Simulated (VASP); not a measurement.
Here is a VASP 6.6.1 calculation.

The input INCAR:

```
SYSTEM = CO2
PREC = Accurate
ENCUT = 520
EDIFF = 1E-7
ISMEAR = -1
SIGMA = 0.15
LREAL = .FALSE.
LASPH = .TRUE.
NELM = 100
ALGO = Normal
ISIF = 2
LWAVE = .FALSE.
LCHARG = .FALSE.
NBANDS = 25
```

Contents of KPOINTS:

```
regular mesh
0
G
  2 2 2
  0 0 0
```

The input POSCAR:

```
CO2
1.0
   -1.9750370000      1.9750370000      3.0145320000
    1.9750370000     -1.9750370000      3.0145320000
    1.9750370000      1.9750370000     -3.0145320000
C O
2 4
Direct
    0.7305944887      0.2277446687      0.4593529134
    0.0054079453     -0.0008056092     -0.0028207067
    0.6927536493      0.1159069876      0.0706880428
    0.0400880698      0.6148294543      0.9240538279
    0.3793320491      0.3085751468      0.4383520410
    0.8865785005      0.9802205437      0.5763028743
```

Potentials or basis: VASP PAW LDA potentials, release 64 (C, O).

The run is started by

```console
$ cat potpaw_LDA.64/C/POTCAR potpaw_LDA.64/O/POTCAR > POTCAR
$ mpirun -np 1 vasp_std > vasp.out
```

**Question.** What does it give for the band gap on the k mesh?

**Answer.** 6.65 eV, indirect (least direct gap 7.11 eV).

**Question.** Predict the largest force.

**Answer.** 4.505 eV/Å.

**Question.** Estimate the pressure.

**Answer.** -15.0 GPa.

Stress tensor (GPa, compression positive):
```
-15.52  -2.81   2.45
 -2.81 -14.70   1.29
  2.45   1.29 -14.65
```

Caveat: the k mesh is coarse (spacing up to 1.12 Å⁻¹), so the values aren't converged; forces of over 1 eV/Å show positions far from the minimum, so gaps and moduli don't describe the material at rest. As with any semilocal functional, this LDA gap is likely too small.
